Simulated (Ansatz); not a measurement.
The crystal is SrCl2 (fluorite (111) film, 3 layers).

The cell holds 9 atoms: 6 Cl and 3 Sr. Cell: a = 4.933 Å, b = 4.933 Å, c = 42.200 Å, α = 90.0°, β = 90.0°, γ = 120.0°. It derives from SrCl2. Vacuum lies along c.

```xyz
9
Lattice="4.9333 0.0000 0.0000 -2.4666 4.2723 0.0000 0.0000 0.0000 42.2000" Properties=species:S:1:pos:R:3
Cl    2.4666    1.4241   23.9909
Sr    0.0000    0.0000   24.8814
Cl    0.0000    2.8482   25.8544
Cl    0.0000    2.8482   20.1928
Sr    2.4666    1.4241   21.1000
Cl    0.0000    0.0000   22.0072
Cl    0.0000    0.0000   16.3456
Sr    0.0000    2.8482   17.3186
Cl    2.4666    1.4241   18.2091
```

The structure was relaxed with LDA (ions only). The runs that relaxed it are not among those shown. PAW set soft_2, made with PBE.

Gaps computed with Ansatz 0.2.0 without a self-energy: LDA 5.02 eV and LDA+SOC 5.02 eV.

What gap should G0W0 on LDA give (3×3×1 mesh, 1058 empty bands, screening to 65 eV, default PAW files)?

About 7.75 eV: on its mesh the run moves the gap from 5.11 eV by +2.73 eV, and the mesh misses the edges by 0.09 eV. Bands and cutoff are finite, so the gap is not at the basis limit. The miss can reach some tenths of an eV and take either sign; the mesh is an error of its own. In a film the band edges may be surface states, so its gap need not approach the bulk's. At these cutoffs the gaps of films stand short of the band limit, often by tenths of an eV, while the trend with thickness is less touched. The mesh in the plane is coarse for a sheet; gap and any exciton binding can still move on denser ones. The many-body steps are scalar-relativistic: spin-orbit coupling is not in them.

[Paths, hosts, dates, memory and timing lines, banners, echoed tables and standing remarks are left out of the program output.]

[Logs are printed without paths, hosts, clocks, repeated set-up lines and the standing remarks that a program may print on its own settings, such as how far it seeks lower states.]

[Runs of the session that timed out or met a known fault of the program may be left out.]

[Cells called generated may have been cut or substituted from an entry of the Crystallography Open Database or the Materials Project.]

[Hosts, paths, dates, database ids (printed as entryN), source tags and the programs' standing remarks are cut or masked in the printed files.]
